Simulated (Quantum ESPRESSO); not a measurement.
# C (Fd-3m) in Quantum ESPRESSO: further runs

Aim: see how the results for C move with the level of theory and the settings. Levels: PBEsol, LDA. Tasks: energy-loss spectrum, phonon dispersion.

All numbers are computed with Quantum ESPRESSO 7.5; they aren't measurements. Logs are shortened: lines on timing, memory, paths and dates and some standing lists are left out, and cuts for length are marked.

### Step 1. The crystal as given

Symmetry: Fd-3m, No. 227, cubic system. Conventional cell: a = 3.567 Å, b = 3.567 Å, c = 3.567 Å, α = 90.00°, β = 90.00°, γ = 90.00°. C (site symmetry -43m) is surrounded by 4 C at 1.54 Å.

This isn't the form of C at room conditions, which is graphite.

### Step 2. Energy-loss spectrum, PBEsol (volume scaled by 0.88)

Contents of pw.in:

```
&CONTROL
  calculation = 'scf'
  prefix = 'pwscf'
  outdir = './tmp'
  pseudo_dir = './pseudo'
  tprnfor = .true.
  tstress = .true.
  disk_io = 'low'
/
&SYSTEM
  ibrav = 0
  celldm(1) = 8
  nat = 2
  ntyp = 1
  ecutwfc = 107
  nbnd = 9
  input_dft = 'pbesol'
  occupations = 'smearing'
  smearing = 'gaussian'
  degauss = 0.01999163
/
&ELECTRONS
  conv_thr = 4d-10
  electron_maxstep = 120
  mixing_beta = 0.5
  mixing_ndim = 12
  diagonalization = 'rmm-paro'
/
ATOMIC_SPECIES
C     12.0110 C.upf
CELL_PARAMETERS alat
  0.0000000000000   0.4036868110741   0.4036868110741
  0.4036868110741   0.0000000000000   0.4036868110741
  0.4036868110741   0.4036868110741   0.0000000000000
ATOMIC_POSITIONS crystal
C      0.7500000000    0.7500000000    0.7500000000
C      0.5000000000    0.5000000000    0.5000000000
K_POINTS automatic
9 9 9 0 0 0
```

Contents of scf2.in:

```
&CONTROL
  calculation = 'scf'
  prefix = 'pwscf'
  outdir = './tmp'
  pseudo_dir = './pseudo'
  tprnfor = .true.
  tstress = .true.
  disk_io = 'low'
/
&SYSTEM
  ibrav = 0
  celldm(1) = 8
  nat = 2
  ntyp = 1
  ecutwfc = 107
  nbnd = 9
  input_dft = 'pbesol'
  occupations = 'fixed'
/
&ELECTRONS
  conv_thr = 1d-11
  electron_maxstep = 120
  mixing_beta = 0.5
  mixing_ndim = 12
  diagonalization = 'rmm-paro'
  startingpot = 'file'
  startingwfc = 'file'
/
ATOMIC_SPECIES
C     12.0110 C.upf
CELL_PARAMETERS alat
  0.0000000000000   0.4036868110741   0.4036868110741
  0.4036868110741   0.0000000000000   0.4036868110741
  0.4036868110741   0.4036868110741   0.0000000000000
ATOMIC_POSITIONS crystal
C      0.7500000000    0.7500000000    0.7500000000
C      0.5000000000    0.5000000000    0.5000000000
K_POINTS automatic
9 9 9 0 0 0
```

Contents of eels.in:

```
&LR_INPUT
  prefix = 'pwscf'
  outdir = './tmp'
  restart_step = 5000
  restart = .false.
/
&LR_CONTROL
  calculator = 'lanczos'
  approximation = 'RPA_with_CLFE'
  q1 = 0.09528537542
  q2 = 0.09528537542
  q3 = 0
  itermax = 300
/
```

Contents of spectrum.in:

```
&LR_INPUT
  prefix = 'pwscf'
  outdir = './tmp'
  eels = .true.
  itermax0 = 300
  itermax = 20000
  extrapolation = 'osc'
  epsil = 0.05
  units = 1
  start = 0
  end = 40
  increment = 0.2
/
```

Contents of spectrum_short.in:

```
&LR_INPUT
  prefix = 'pwscf'
  outdir = './tmp'
  eels = .true.
  itermax0 = 200
  itermax = 20000
  extrapolation = 'osc'
  epsil = 0.05
  units = 1
  start = 0
  end = 40
  increment = 0.2
/
```

Potentials or basis: Ansatz NC SR PBE.

Launch:

```sh
OMP_NUM_THREADS=1 pw.x -in pw.in > pw.out
OMP_NUM_THREADS=1 pw.x -in scf2.in > scf2.out
OMP_NUM_THREADS=1 turbo_eels.x -in eels.in > eels.out
OMP_NUM_THREADS=1 turbo_spectrum.x -in spectrum.in > spectrum.out
OMP_NUM_THREADS=1 turbo_spectrum.x -in spectrum_short.in > spectrum_short.out
```

pw.out:

```text
[... set-up lines left out ...]
     Self-consistent Calculation

     iteration #  1     ecut=   107.00 Ry     beta= 0.50
     ParO style diagonalization
     ethr =  1.00E-02,  avg # of iterations =  6.3

     total energy              =     -24.01567368 Ry
     estimated scf accuracy    <       0.14985629 Ry

     iteration #  2     ecut=   107.00 Ry     beta= 0.50
     RMM-DIIS diagonalization
     ethr =  1.87E-03,  avg # of iterations =  2.5

     total energy              =     -24.01245659 Ry
     estimated scf accuracy    <       0.01995925 Ry

     iteration #  3     ecut=   107.00 Ry     beta= 0.50
     RMM-DIIS diagonalization
     ethr =  2.49E-04,  avg # of iterations =  2.7

     total energy              =     -24.01512220 Ry
     estimated scf accuracy    <       0.00018460 Ry

     iteration #  4     ecut=   107.00 Ry     beta= 0.50
     RMM-DIIS diagonalization
     ethr =  2.31E-06,  avg # of iterations =  4.4

     total energy              =     -24.01521965 Ry
     estimated scf accuracy    <       0.00002204 Ry

     iteration #  5     ecut=   107.00 Ry     beta= 0.50
     RMM-DIIS diagonalization
     ethr =  2.75E-07,  avg # of iterations =  3.2

     total energy              =     -24.01522685 Ry
     estimated scf accuracy    <       0.00000113 Ry

     iteration #  6     ecut=   107.00 Ry     beta= 0.50
     ParO style diagonalization
     ethr =  1.41E-08,  avg # of iterations =  7.7

     total energy              =     -24.01522648 Ry
     estimated scf accuracy    <       0.00000187 Ry

     iteration #  7     ecut=   107.00 Ry     beta= 0.50
     RMM-DIIS diagonalization
     ethr =  1.41E-08,  avg # of iterations =  2.5

     total energy              =     -24.01522648 Ry
     estimated scf accuracy    <       0.00000019 Ry

     iteration #  8     ecut=   107.00 Ry     beta= 0.50
     RMM-DIIS diagonalization
     ethr =  2.39E-09,  avg # of iterations =  2.5

     total energy              =     -24.01522648 Ry
     estimated scf accuracy    <       0.00000004 Ry

     iteration #  9     ecut=   107.00 Ry     beta= 0.50
     RMM-DIIS diagonalization
     ethr =  5.62E-10,  avg # of iterations =  2.5

     total energy              =     -24.01522648 Ry
     estimated scf accuracy    <       0.00000003 Ry

     iteration # 10     ecut=   107.00 Ry     beta= 0.50
     RMM-DIIS diagonalization
     ethr =  3.67E-10,  avg # of iterations =  2.5

     total energy              =     -24.01522647 Ry
     estimated scf accuracy    <       0.00000001 Ry

     iteration # 11     ecut=   107.00 Ry     beta= 0.50
     ParO style diagonalization
     ethr =  1.46E-10,  avg # of iterations =  5.2

     total energy              =     -24.01522647 Ry
     estimated scf accuracy    <          1.1E-09 Ry

     iteration # 12     ecut=   107.00 Ry     beta= 0.50
     RMM-DIIS diagonalization
     ethr =  1.38E-11,  avg # of iterations =  2.5

     End of self-consistent calculation

          k = 0.0000 0.0000 0.0000 (  1243 PWs)   bands (ev):

    -7.6166  15.7850  15.7850  15.7850  21.6861  21.6861  21.6861  32.0876
    36.4334

          k = 0.1376 0.1376-0.1376 (  1267 PWs)   bands (ev):

    -7.2431  13.5504  15.1646  15.1646  22.4995  22.4995  23.0437  32.1702
    37.0073

          k = 0.2752 0.2752-0.2752 (  1272 PWs)   bands (ev):

    -6.1287   9.5345  14.0536  14.0536  23.8805  23.8805  24.7445  32.3541
    37.8864

          k = 0.4129 0.4129-0.4129 (  1272 PWs)   bands (ev):

    -4.2994   5.4305  13.1579  13.1579  24.6067  24.6067  25.7938  32.4527
    38.4448

          k = 0.5505 0.5505-0.5505 (  1254 PWs)   bands (ev):

    -1.8817   1.8036  12.6861  12.6861  24.7044  24.7044  26.2789  32.4086
    39.2276

          k = 0.2752-0.0000 0.0000 (  1271 PWs)   bands (ev):

    -7.1187  14.0995  14.0995  14.7157  21.3290  23.8189  23.8189  31.6342
    37.2567

          k = 0.4129 0.1376-0.1376 (  1278 PWs)   bands (ev):

    -6.2518  10.9584  12.8998  14.0303  21.9284  25.4736  25.5479  30.5511
    37.6321

          k = 0.5505 0.2752-0.2752 (  1263 PWs)   bands (ev):

    -4.6606   6.9744  12.0980  12.8941  23.1277  26.3373  26.7112  30.4521
    38.2595

          k = 0.6881 0.4129-0.4129 (  1251 PWs)   bands (ev):

    -2.4133   3.2006  11.8462  11.8497  23.7391  26.2207  27.3047  31.7231
    38.0248

          k =-0.4129-0.6881 0.6881 (  1250 PWs)   bands (ev):

    -0.8605   1.2545  11.1836  12.1651  24.2111  25.7120  27.4155  32.6737
    37.9613

          k =-0.2752-0.5505 0.5505 (  1263 PWs)   bands (ev):

    -3.2259   4.4142  11.0366  12.9733  24.8582  25.0722  27.0047  32.2444
    38.1510

          k =-0.1376-0.4129 0.4129 (  1265 PWs)   bands (ev):

    -5.2697   8.3308  11.4620  14.1034  24.0206  25.1993  25.9059  31.5996
    36.8874

          k =-0.0000-0.2752 0.2752 (  1265 PWs)   bands (ev):

    -6.6227  12.0573  12.6339  15.1276  22.7164  24.1352  24.4614  31.8643
    37.6141

          k = 0.5505-0.0000 0.0000 (  1279 PWs)   bands (ev):

    -5.6355  11.6099  11.6099  11.9583  20.6032  27.5891  27.5891  27.6932
    38.0436

          k = 0.6881 0.1376-0.1376 (  1269 PWs)   bands (ev):

    -4.2936   8.5923  10.7366  11.0103  21.2072  26.3246  29.0414  29.2030
    39.1777

          k = 0.8257 0.2752-0.2752 (  1257 PWs)   bands (ev):

    -2.2741   5.0856   9.5875  10.4660  22.1451  27.5941  29.2431  30.0546
    38.5724

          k =-0.2752-0.8257 0.8257 (  1254 PWs)   bands (ev):

     0.0157   2.1501   8.4107  10.8292  22.7359  28.5668  30.1104  30.9998
    36.2838

          k =-0.1376-0.6881 0.6881 (  1259 PWs)   bands (ev):

    -1.4960   4.0553   7.7926  11.7561  23.6411  27.3946  29.8719  32.4904
    35.5725

          k = 0.0000-0.5505 0.5505 (  1267 PWs)   bands (ev):

    -3.6982   7.3404   8.1393  13.0305  24.7676  25.6801  28.2549  31.3291
    36.6289

          k = 0.8257 0.0000-0.0000 (  1266 PWs)   bands (ev):

    -3.2057   8.1779   9.7311   9.7311  20.0869  23.6941  31.3849  31.3849
    39.8160

          k = 0.9633 0.1376-0.1376 (  1257 PWs)   bands (ev):

    -1.4356   5.9587   8.1732   9.3254  20.8102  23.4095  32.3519  32.6394
    40.1094

          k =-0.1376-0.9633 0.9633 (  1256 PWs)   bands (ev):

     0.8355   3.7291   6.0399   9.5816  21.4737  26.3574  31.7932  33.0392
    37.3490

          k =-0.0000-0.8257 0.8257 (  1250 PWs)   bands (ev):

     0.6892   3.9453   5.0820  10.4548  22.3322  30.0225  30.6980  32.8571
    33.8476

          k = 1.1010-0.0000 0.0000 (  1262 PWs)   bands (ev):

     0.0777   4.0092   8.7504   8.7504  20.2000  21.2775  34.2010  34.2010
    41.0874

          k = 0.0000-1.1010 1.1010 (  1260 PWs)   bands (ev):

     2.1073   2.2020   7.4153   8.8408  20.7940  22.3269  33.9755  34.3844
    39.8751

          k = 0.5505 0.2752-0.0000 (  1271 PWs)   bands (ev):

    -5.1467   9.5818  10.3101  13.2096  22.5197  26.4373  27.5467  29.1306
    37.9616

          k = 0.6881 0.4129-0.1376 (  1260 PWs)   bands (ev):

    -3.3385   6.1258   9.4762  11.9927  23.8618  26.1668  29.1593  29.6971
    38.0958

          k =-0.4129-0.6881 0.9633 (  1256 PWs)   bands (ev):

    -0.9730   2.6867   9.3958  11.0084  24.2519  26.0546  29.8599  31.7698
    36.2309

          k = 0.8257 0.2752 0.0000 (  1260 PWs)   bands (ev):

    -2.7358   7.2929   8.5348  10.0102  22.0674  25.2278  29.6360  31.4649
    39.5439

          k =-0.2752-0.8257 1.1010 (  1254 PWs)   bands (ev):

    -0.5640   4.5912   7.4543   9.1126  23.2606  26.6582  29.5191  32.5454
    37.3182

          k =-0.1376-0.6881 0.9633 (  1258 PWs)   bands (ev):

     0.8427   3.0065   6.5598   9.4685  23.8803  27.9199  31.0787  31.7064
    34.8768

          k = 0.0000-0.5505 0.8257 (  1247 PWs)   bands (ev):

    -1.3655   5.5201   6.4921  10.6160  24.8483  26.2651  30.1208  31.7813
    35.8829

          k =-0.1376-0.9633 1.2386 (  1260 PWs)   bands (ev):

     0.4914   4.1915   7.6668   7.9432  22.1517  23.1048  32.4977  33.8125
    39.7549

          k =-0.0000-0.8257 1.1010 (  1257 PWs)   bands (ev):

     2.3542   2.9704   5.5914   8.2914  23.0109  26.2777  31.5027  32.5120
    37.6639

          k =-0.1376-0.6881 1.2386 (  1237 PWs)   bands (ev):

     1.5795   4.0220   5.9009   7.3354  26.1258  26.3560  29.4591  31.4591
    37.4558

     the Fermi energy is    18.4274 ev

!    total energy              =     -24.01522647 Ry
     estimated scf accuracy    <          2.7E-10 Ry
     smearing contrib. (-TS)   =      -0.00000000 Ry
     internal energy E=F+TS    =     -24.01522647 Ry

     The total energy is F=E-TS. E is the sum of the following terms:
     one-electron contribution =       9.73817485 Ry
     hartree contribution      =       1.78116398 Ry
     xc contribution           =      -8.84655917 Ry
     ewald contribution        =     -26.68800613 Ry

     convergence has been achieved in  12 iterations

     Forces acting on atoms (cartesian axes, Ry/au):

     atom    1 type  1   force =     0.00000000   -0.00000000    0.00000000
     atom    2 type  1   force =    -0.00000000    0.00000000   -0.00000000

     Total force =     0.000000     Total SCF correction =     0.000000

     Computing stress (Cartesian axis) and pressure

          total   stress  (Ry/bohr**3)                   (kbar)     P=      663.08
   0.00450754   0.00000000  -0.00000000          663.08        0.00       -0.00
   0.00000000   0.00450754   0.00000000            0.00      663.08        0.00
  -0.00000000   0.00000000   0.00450754           -0.00        0.00      663.08

=------------------------------------------------------------------------------=
   JOB DONE.
=------------------------------------------------------------------------------=
```

Run time: 3.6 min. Hardware: 1 thread of Arm Neoverse V2, shared host; peak memory 0.45 GiB.

Results:

* Free energy: -326.7438 eV
* Pressure: 66.3 GPa
* Band gap on the k mesh: 4.30 eV, indirect (least direct gap 5.90 eV)
* Peak of the energy-loss function: 36.8 eV

Energy-loss function at q = [0.14142, 0.14142, 0.0] (Å⁻¹, cartesian):
```tsv
energy (eV)	loss
0.0	0.000
1.8	0.002
3.4	0.005
5.2	0.008
7.0	0.013
8.6	0.025
10.4	0.058
12.2	0.084
13.8	0.109
15.6	0.147
17.4	0.203
19.0	0.279
20.8	0.403
22.4	0.552
24.2	0.737
26.0	0.900
27.6	1.024
29.4	1.186
31.2	1.426
32.8	1.722
34.6	2.087
36.4	2.308
38.0	2.257
39.8	1.943
```

Caveat: the potentials were made for another functional, which shifts forces and pressure; an odd mesh through Γ misses points on the zone boundary, where band edges often lie.

[end of part 1 of 3]
